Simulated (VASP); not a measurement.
# Ir: relaxation of cell and atoms with PBE

The system is Ir.

```
CELL_PARAMETERS angstrom
0.00000 1.91560 1.91560
1.91560 0.00000 1.91560
1.91560 1.91560 0.00000
ATOMIC_POSITIONS crystal
Ir 0.00000 0.00000 0.00000
```

- Program: VASP 6.6.1
- Task: relaxation of cell and atoms
- Functional: PBE
- Potentials or basis: VASP PAW PBE potentials, release 64 (Ir)
- Cutoff: 520 eV
- k mesh: 18 × 18 × 18
- Occupations: gaussian, width 0.1 eV
- Spin: no spin polarisation
- Further INCAR settings: ALGO = Normal; EDIFF = 1e-07; IBRION = 2; EDIFFG = -0.15; NSW = 80; ISIF = 3

```
Relaxed volume                         : 14.54 Å³/atom
Relaxed cell                           : a = 2.740 Å, b = 2.740 Å, c = 2.740 Å, α = 60.00°, β = 60.00°, γ = 60.00°
Space group after relaxing (to 0.05 Å) : Fm-3m (No. 225)
Energy gained by relaxing              : 16.8 meV/atom
Ionic steps                            : 3
Pressure after relaxing                : -0.6 GPa
Band gap on the k mesh                 : none (metal or under the smearing width)
```

The path:
| step | energy change (eV) | largest force (eV/Å) | pressure (GPa) | volume (Å³) |
| --- | --- | --- | --- | --- |
| 1 | 0.0000 | 0.0000 | 12.19 | 14.06 |
| 2 | 0.1810 | 0.0000 | -30.50 | 16.35 |
| 3 | -0.0168 | 0.0000 | -0.61 | 14.54 |

Final structure:
```
CELL_PARAMETERS angstrom
0.00000 1.93731 1.93731
1.93731 0.00000 1.93731
1.93731 1.93731 0.00000
ATOMIC_POSITIONS crystal
Ir 0.00000 0.00000 0.00000
```

Levels at points of the mesh, in eV from the Fermi level:
| k point | band 1 | band 2 | band 3 | band 4 | band 5 | band 6 | band 7 | band 8 |
| --- | --- | --- | --- | --- | --- | --- | --- | --- |
| (0.00, 0.00, 0.00) | -10.85 | -3.76 | -3.76 | -3.76 | -1.18 | -1.18 | 14.35 | 19.77 |
| (0.50, 0.00, 0.00) | -7.84 | -3.85 | -3.85 | -0.72 | 0.82 | 0.82 | 6.96 | 13.88 |
| (0.50, 0.50, 0.00) | -7.63 | -7.07 | 0.79 | 1.37 | 1.37 | 1.67 | 10.11 | 11.55 |

It took 18 s on 1 thread of Intel(R) Xeon(R) 6975P-C (Granite Rapids), with other jobs on the host, peak memory 0.15 GiB.

Caveat: the relaxation stopped at a loose force limit of 0.15 eV/Å, so its end isn't a converged minimum. Spin-orbit coupling is left out, which matters for the levels of Ir.
